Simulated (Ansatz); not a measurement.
# Sb: relativity, spin-orbit coupling and the nucleus

Aim: hold the cell of Sb and change the physics step by step: no relativity; spin-orbit coupling on.

Method: DFT, at the level named in each step, in Ansatz 0.2.0.

## Step 1: Starting point

The structure is cubic, space group Fm-3m (No. 225). The conventional cell has a = 4.610 Å, b = 4.610 Å, c = 4.610 Å, α = 90.00°, β = 90.00°, γ = 90.00°. Sb (site symmetry m-3m) is surrounded by 12 Sb at 3.26 Å.

Structure file:

```cif
data_structure
_symmetry_space_group_name_H-M 'P 1'
_symmetry_Int_Tables_number 1
_cell_length_a 3.2598
_cell_length_b 3.2598
_cell_length_c 3.2598
_cell_angle_alpha 60.000
_cell_angle_beta 60.000
_cell_angle_gamma 60.000
_cell_volume 24.49
loop_
_atom_site_label
_atom_site_type_symbol
_atom_site_fract_x
_atom_site_fract_y
_atom_site_fract_z
_atom_site_occupancy
Sb1 Sb 0.00000 0.00000 0.00000 1
```

The cell comes from a crystallographic database entry that wasn't checked; take it as a given geometry, which may be far from equilibrium.

## Step 2: No relativity, LAPW

Input file input.yaml:

```yaml
crystal:
  lattice:
    - [0.0, 2.305, 2.305]
    - [2.305, 0.0, 2.305]
    - [2.305, 2.305, 0.0]
  atoms:
    - { symbol: Sb, position: [0.0, 0.0, 0.0] }
kpoints:
  mp_grid: { grid: [14, 14, 14] }
  band_path:
    path:
      - [0.0, 0.0, 0.0]
      - [0.5, 0.0, 0.5]
      - [0.625, 0.25, 0.625]
      - [0.375, 0.375, 0.75]
      - [0.0, 0.0, 0.0]
      - [0.5, 0.5, 0.5]
      - [0.5, 0.25, 0.75]
      - [0.5, 0.0, 0.5]
    npoints: 5
scf:
  occupations: { method: fermi_dirac, width: 0.03 }
hamiltonian:
  xc: pbe
  pseudopotentials:
    kind: all_electron
    lapw: { basis_error: 0.00025 }
    relativity: none
output:
  forces: true
  stress: true
  eigenvalues: true
```

## Step 3: Spin-orbit coupling on, LAPW

Edit input.yaml of step 2 so:

```diff
@@ -24,6 +24,3 @@
   xc: pbe
-  pseudopotentials:
-    kind: all_electron
-    lapw: { basis_error: 0.00025 }
-    relativity: none
+  pseudopotentials: { kind: all_electron, lapw: { basis_error: 0.00025 } }
 output:
@@ -32 +29,4 @@
   eigenvalues: true
+magnetization:
+  noncollinear: true
+  spin_orbit: true
```

## Step 4: Spin-orbit coupling on, PAW

Edit input.yaml of step 3 so:

```diff
@@ -24,3 +24,3 @@
   xc: pbe
-  pseudopotentials: { kind: all_electron, lapw: { basis_error: 0.00025 } }
+  pseudopotentials: { kind: paw_fr }
 output:
@@ -29,2 +29,3 @@
   eigenvalues: true
+  efg: { contact_densities: true }
 magnetization:
```

(Steps that only read results are left out.)

Q: Predict the outcome of this session. Wanted: pressure, no relativity, LAPW; pressure, spin-orbit coupling on, LAPW.

As calculated:

| quantity | value |
| --- | --- |
| pressure, no relativity, LAPW | 9.07 GPa |
| pressure, spin-orbit coupling on, LAPW | 8.80 GPa |

Going from no relativity to the run with spin-orbit coupling (scalar and spin-orbit effects together) moves the pressure by -0.27 GPa; the heaviest element has Z = 51. With spin-orbit coupling, PAW lies less than 0.01 GPa from LAPW in pressure.
